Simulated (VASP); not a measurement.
# Si (Fd-3m) in VASP: notebook

Runs on Si. Level: PBE+D3(BJ). Tasks: single point, relaxation of cell and atoms.

Everything below comes from runs of VASP 6.6.1. Logs are shortened: lines on timing, memory, paths and dates and some standing lists are left out, and cuts for length are marked.

### Step 1. Starting point

Symmetry: Fd-3m, No. 227, cubic system. The conventional cell has a = 5.422 Å, b = 5.422 Å, c = 5.422 Å, α = 90.00°, β = 90.00°, γ = 90.00°. Around Si (site symmetry -43m) lie 4 Si at 2.35 Å.

### Step 2. Single point, PBE+D3(BJ)

The input, INCAR:

```
ALGO = Normal
EDIFF = 1E-6
ENCUT = 520
GGA = PE
ISIF = 2
ISMEAR = 0
IVDW = 12
LASPH = True
LCHARG = False
LREAL = False
LWAVE = False
NBANDS = 11
NELM = 100
PREC = Accurate
SIGMA = 0.02
```

The input, KPOINTS:

```
k-points
0
Gamma
  10 10 10
```

The input, POSCAR:

```
Si
1.0
    0.0000000000      2.7107602159      2.7107602159
    2.7107602159      0.0000000000      2.7107602159
    2.7107602159      2.7107602159      0.0000000000
Si
2
Direct
    0.5000000000      0.5000000000      0.5000000000
    0.7500000000      0.7500000000      0.7500000000
```

Potentials or basis: VASP PAW PBE potentials, release 64 (Si).

On the command line:

```console
cat potpaw_PBE.64/Si/POTCAR > POTCAR
mpirun -np 1 vasp_std > vasp.out
```

OUTCAR:

```text
EDIFF = 1E-6
   ENCUT = 520
   GGA = PE
   ISIF = 2
   ISMEAR = 0
   IVDW = 12
   LASPH = True
   LREAL = False
   NELM = 100
   PREC = Accurate
 IVDW          = 12

 ion  position               nearest neighbor table
   1  0.500  0.500  0.500-   2 2.35   2 2.35   2 2.35   2 2.35
   2  0.750  0.750  0.750-   1 2.35   1 2.35   1 2.35   1 2.35

  LATTYP: Found a face centered cubic cell.
 ALAT       =     5.4215204318

  Lattice vectors:

 A1 = (   0.0000000000,   2.7107602159,   2.7107602159)
 A2 = (   2.7107602159,   0.0000000000,   2.7107602159)
 A3 = (   2.7107602159,   2.7107602159,   0.0000000000)

Analysis of symmetry for initial positions (statically):
=====================================================================
 Subroutine PRICEL returns:
 Original cell was already a primitive cell.

 Routine SETGRP: Setting up the symmetry group for a
 face centered cubic supercell.

 Subroutine GETGRP returns: Found 48 space group operations
 (whereof 24 operations were pure point group operations)
 out of a pool of 48 trial point group operations.

The static configuration has the point symmetry T_d .
 The point group associated with its full space group is O_h .

Analysis of symmetry for dynamics (positions and initial velocities):
=====================================================================
 Subroutine PRICEL returns:
 Original cell was already a primitive cell.

 Routine SETGRP: Setting up the symmetry group for a
 face centered cubic supercell.

 Subroutine GETGRP returns: Found 48 space group operations
 (whereof 24 operations were pure point group operations)
 out of a pool of 48 trial point group operations.

The dynamic configuration has the point symmetry T_d .
 The point group associated with its full space group is O_h .

 Subroutine INISYM returns: Found 48 space group operations
 (whereof 24 operations are pure point group operations),
 and found     1 'primitive' translations

----------------------------------------------------------------------------------------

                                     Primitive cell

  volume of cell :      39.8385

  direct lattice vectors                    reciprocal lattice vectors
     0.000000000  2.710760216  2.710760216    -0.184450103  0.184450103  0.184450103
     2.710760216  0.000000000  2.710760216     0.184450103 -0.184450103  0.184450103
     2.710760216  2.710760216  0.000000000     0.184450103  0.184450103 -0.184450103

  length of vectors
     3.833593862  3.833593862  3.833593862     0.319476949  0.319476949  0.319476949

  position of ions in fractional coordinates (direct lattice)
     0.500000000  0.500000000  0.500000000
     0.750000000  0.750000000  0.750000000

  ion indices of the primitive-cell ions
   primitive index   ion index
                 1           1
                 2           2

----------------------------------------------------------------------------------------

 KPOINTS: k-points

Automatic generation of k-mesh.
 Grid dimensions read from file:
 generate k-points for:   10   10   10

 Generating k-lattice:

  Cartesian coordinates                     Fractional coordinates (reciprocal lattice)
    -0.018445010  0.018445010  0.018445010     0.100000000  0.000000000  0.000000000
     0.018445010 -0.018445010  0.018445010     0.000000000  0.100000000  0.000000000
     0.018445010  0.018445010 -0.018445010     0.000000000  0.000000000  0.100000000

  Length of vectors
     0.031947695  0.031947695  0.031947695

  Shift w.r.t. Gamma in fractional coordinates (k-lattice)
     0.000000000  0.000000000  0.000000000

 Subroutine IBZKPT returns following result:
 ===========================================

 Found     47 irreducible k-points:

 Following reciprocal coordinates:
            Coordinates               Weight
  0.000000  0.000000  0.000000      1.000000
  0.100000  0.000000  0.000000      8.000000
  0.200000  0.000000  0.000000      8.000000
  0.300000  0.000000  0.000000      8.000000
  0.400000  0.000000  0.000000      8.000000
  0.500000  0.000000  0.000000      4.000000
[... 16 lines left out ...]
  0.300000  0.300000  0.000000      6.000000
  0.400000  0.300000  0.000000     24.000000
 [... further k-points ...]
   k-points           NKPTS =     47   k-points in BZ     NKDIM =     47   number of bands    NBANDS=     11
   number of dos      NEDOS =    301   number of ions     NIONS =      2
   total plane-waves  NPLWV =  27000
   dimension x,y,z NGX =    30 NGY =   30 NGZ =   30
   dimension x,y,z NGXF=    60 NGYF=   60 NGZF=   60
   ions per type =               2
   NGX,Y,Z   is equivalent  to a cutoff of  13.01, 13.01, 13.01 a.u.
   NGXF,Y,Z  is equivalent  to a cutoff of  26.02, 26.02, 26.02 a.u.
 SYSTEM =  unknown system
   PREC   = accura    normal or accurate (medium, high low for compatibility)
   ISTART =      0    job   : 0-new  1-cont  2-samecut
   ICHARG =      2    charge: 1-file 2-atom 10-const
   ISPIN  =      1    spin polarized calculation?
   LNONCOLLINEAR =      F non collinear calculations
   LSORBIT =      F    spin-orbit coupling
   LASPH  =      T    aspherical Exc in radial PAW
   ENCUT  =  520.0 eV  38.22 Ry    6.18 a.u.   7.13  7.13  7.13*2*pi/ulx,y,z
   NELM   =    100;   NELMIN=  2; NELMDL= -5     # of ELM steps
   EDIFF  = 0.1E-05   stopping-criterion for ELM
   LREAL  =      F    real-space projection
   EDIFFG = 0.1E-04   stopping-criterion for IOM
   NSW    =      0    number of steps for IOM
   IBRION =     -1    ionic relax: 0-MD 1-quasi-New 2-CG
   NFREE  =      0    steps in history (QN), initial steepest desc. (CG)
   ISIF   =      2    stress and relaxation
   ISYM   =      2    0-nonsym 1-usesym 2-fastsym
   POTIM  = 0.5000    time-step for ionic-motion
   TEBEG  =    0.0;   TEEND  =   0.0 temperature during run
   PSTRESS=    0.0 pullay stress
   NELECT =       8.0000    total number of electrons
   NUPDOWN=      -1.0000    fix difference up-down
   EMIN   =  10.00;   EMAX   =-10.00  energy-range for DOS
   EFERMI =   0.00;   METHOD = LEGACY
   ISMEAR =     0;   SIGMA  =   0.02  broadening in eV -4-tet -1-fermi 0-gaus
   EFERMI_NEDOS =   21; number of points for ismear=-14 and -15
   IALGO  =     38    algorithm
   IMIX   =      4    mixing-type and parameters
     AMIX     =   0.40;   BMIX     =  1.00
     AMIX_MAG =   1.60;   BMIX_MAG =  1.00
  volume/ion in A,a.u.               =      19.92       134.42
  Fermi-wavevector in a.u.,A,eV,Ry     =   0.958673  1.811629 12.504482  0.919053
  Thomas-Fermi vector in A             =   2.087801
   LORBIT       =      0    0 simple, 1 ext, 2 COOP (PROOUT), +10 PAW based schemes
   GGA     = PE    functional components
   LHFCALC =     F    Hartree Fock is set to
   AEXX    =    0.0000 exact exchange contribution
   IVDW    =    12    specifies the selected vdW correction
   LEPSILON=     F    determine dielectric tensor
   LRPA    =     F    only Hartree local field effects (RPA)
 non-spin polarized calculation
 Gauss-broadening in eV      SIGMA  =   0.02
  energy-cutoff  :      520.00
  volume of cell :       39.84
 maximum number of plane-waves:      1090
 NGX is ok and might be reduce to    30
   NGX = 15   NGY = 15   NGZ = 15

 number of electron       8.0000000 magnetization

 Free energy of the ion-electron system (eV)
  ---------------------------------------------------
  ext. energy  EPLUGINS =         0.00000000
  ---------------------------------------------------
  free energy    TOTEN  =       -10.84136098 eV

  energy without entropy =      -10.84136098  energy(sigma->0) =      -10.84136098

 E-fermi :   6.0245     XC(G=0):  -9.4291

 val. band max:        5.8772582215   @ k =   0.0000   0.0000   0.0000
 cond. band min:       6.4501236521   @ k =   0.4000   0.4000   0.0000
 fundamental gap:      0.5728654306
 Fermi energy:         6.0245481239

 k-point     1 :       0.0000    0.0000    0.0000
  band No.  band energies     occupation
      1      -6.1151      2.00000
      2       5.8773      2.00000
      3       5.8773      2.00000
      4       5.8773      2.00000
      5       8.4452      0.00000
      6       8.4452      0.00000
      7       8.4452      0.00000
      8       9.3097      0.00000
      9      13.5999      0.00000
     10      13.5999      0.00000
     11      13.8570      0.00000

 k-point     2 :       0.1000    0.0000    0.0000
  band No.  band energies     occupation
      1      -5.9836      2.00000
      2       4.7328      2.00000
      3       5.6781      2.00000
      4       5.6781      2.00000
      5       8.4666      0.00000
      6       8.7386      0.00000
      7       8.7386      0.00000
      8      10.2201      0.00000
      9      13.2423      0.00000
     10      13.2423      0.00000
     11      14.3969      0.00000

 k-point     3 :       0.2000    0.0000    0.0000
  band No.  band energies     occupation
      1      -5.5953      2.00000
      2       2.8654      2.00000
      3       5.2963      2.00000
      4       5.2963      2.00000
      5       8.1177      0.00000
      6       9.2476      0.00000
      7       9.2476      0.00000
      8      11.9786      0.00000
      9      12.9275      0.00000
     10      12.9275      0.00000
     11      15.0477      0.00000
[... 267 lines left out ...]
 k-point    23 :       0.3000    0.3000    0.0000
  band No.  band energies     occupation
      1      -4.5588      2.00000
      2       1.4630      2.00000
      3       3.6396      2.00000
      4       3.6396      2.00000
      5       6.7342      0.00000
      6       8.2869      0.00000
      7      12.5508      0.00000
      8      12.5508      0.00000
      9      15.0657      0.00000
     10      15.3452      0.00000
     11      18.3920      0.00000

 k-point    24 :       0.4000    0.3000    0.0000
  band No.  band energies     occupation
      1      -3.9431      2.00000
      2       0.4532      2.00000
      3       3.0098      2.00000
      4       3.4341      2.00000
      5       6.9221      0.00000
      6       8.1176      0.00000
      7      12.8594      0.00000
      8      12.9678      0.00000
      9      16.3634      0.00000
     10      16.7112      0.00000
     11      18.0744      0.00000

 [... further k-points ...]

------------------------ aborting loop because EDIFF is reached ----------------------------------------

 Edisp (eV)   -0.63149

 E8    (eV) :    -0.2618

  FORCE on cell =-STRESS in cart. coord.  units (eV):
  Direction    XX          YY          ZZ          XY          YZ          ZX
  --------------------------------------------------------------------------------------
  -------------------------------------------------------------------------------------
  Total      -0.01962    -0.01962    -0.01962     0.00000     0.00000     0.00000
  in kB      -0.78892    -0.78892    -0.78892     0.00000     0.00000     0.00000
  external pressure =       -0.79 kB  Pullay stress =        0.00 kB

 VOLUME and BASIS-vectors are now :
 -----------------------------------------------------------------------------
  energy-cutoff  :      520.00
  volume of cell :       39.84
      direct lattice vectors                 reciprocal lattice vectors
     0.000000000  2.710760216  2.710760216    -0.184450103  0.184450103  0.184450103
     2.710760216  0.000000000  2.710760216     0.184450103 -0.184450103  0.184450103
     2.710760216  2.710760216  0.000000000     0.184450103  0.184450103 -0.184450103

 POSITION                                       TOTAL-FORCE (eV/Angst)
 -----------------------------------------------------------------------------------
      2.71076      2.71076      2.71076         0.000000      0.000000      0.000000
      4.06614      4.06614      4.06614        -0.000000     -0.000000     -0.000000
 -----------------------------------------------------------------------------------
    total drift:                                0.000000     -0.000000     -0.000000

  FREE ENERGIE OF THE ION-ELECTRON SYSTEM (eV)
  ---------------------------------------------------
  free  energy   TOTEN  =       -11.4728466244 eV

  energy  without entropy=      -11.4728466244  energy(sigma->0) =      -11.47284662
```

Run time: 12 s. Hardware: 1 thread of AMD EPYC 9R14 (Zen 4), shared host; peak memory 0.14 GiB.

What came out:

| Item | Value |
| --- | --- |
| Free energy | -11.4728 eV |
| Pressure | -0.1 GPa |
| Band gap on the k mesh | 0.57 eV, indirect (least direct gap 2.57 eV) |
| Dispersion energy per atom | -0.316 eV |

Levels at points of the mesh, in eV from the valence-band top:
| k point | band 2 | band 3 | band 4 | band 5 | band 6 | band 7 |
| --- | --- | --- | --- | --- | --- | --- |
| (0.00, 0.00, 0.00) | 0.00 | 0.00 | 0.00 | 2.57 | 2.57 | 2.57 |
| (0.50, 0.00, 0.00) | -6.99 | -1.20 | -1.20 | 1.56 | 3.34 | 3.34 |
| (0.50, 0.50, 0.00) | -7.83 | -2.86 | -2.86 | 0.70 | 0.70 | 10.16 |

A k mesh can miss the band edges.

(Part 1 of 2 ends here.)
